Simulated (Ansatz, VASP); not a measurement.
## Two plane-wave programs on KI

The input INCAR:

```
SYSTEM = KI
PREC = Accurate ; ENCUT = 520
EDIFF = 1E-7 ; ISMEAR = -1
SIGMA = 0.05 ; LREAL = .FALSE.
LASPH = .TRUE. ; NELM = 80
ALGO = Normal ; ISIF = 2
LWAVE = .FALSE. ; LCHARG = .FALSE.
GGA = PE ; NBANDS = 15
```

The input KPOINTS:

```
regular mesh
0
G
  7 7 7
  0 0 0
```

Contents of POSCAR:

```
KI
1.0
    0.0000000000      3.4606573152      3.4606573152
    3.4606573152      0.0000000000      3.4606573152
    3.4606573152      3.4606573152      0.0000000000
I K
1 1
Direct
    0.5000000000      0.5000000000      0.5000000000
    0.0000000000      0.0000000000      0.0000000000
```

The input input.yaml:

```yaml
crystal:
  lattice:
    - [0.0, 3.4606573152, 3.4606573152]
    - [3.4606573152, 0.0, 3.4606573152]
    - [3.4606573152, 3.4606573152, 0.0]
  atoms:
    - { symbol: I, position: [0.5, 0.5, 0.5] }
    - { symbol: K, position: [0.0, 0.0, 0.0] }
hamiltonian:
  xc: pbe
  pseudopotentials: { kind: paw }
kpoints:
  mp_grid: { grid: [7, 7, 7] }
scf:
  occupations: { method: fermi_dirac, width: 0.05 }
output:
  forces: true
  stress: true
  eigenvalues: true
```

Change from the starting cell: volume scaled by 0.94.

Alike in both runs: task single point; functional PBE; k mesh 7 × 7 × 7; occupations fermi-dirac, width 0.05 eV; no spin polarisation.

```csv
,VASP,Ansatz
version,VASP 6.6.1,Ansatz 0.2.0
potentials or method,"VASP PAW PBE potentials, release 64 (I, K_sv)",Ansatz PAW
plane-wave cutoff (eV),520,420
valence electrons in the cell,16,26
```

Ansatz gave:

* gap on the k mesh at the Fermi level (eV): 4.12
* least direct gap on the mesh (eV): 4.12
* pressure (GPa): 1.5

Which values does VASP return?

gap on the k mesh at the Fermi level (eV): 4.11; least direct gap on the mesh (eV): 4.11; pressure (GPa): 1.6.

With one functional, cell and mesh, what is left measures potentials, basis and numerics. The two sets of potentials don't hold the same shells in valence.

Caveats: spin-orbit coupling is left out, which moves the levels of the heavy elements; odd divisions of the mesh miss points on the zone boundary, where band edges often lie, so the gap on the mesh can be too wide (Ansatz).
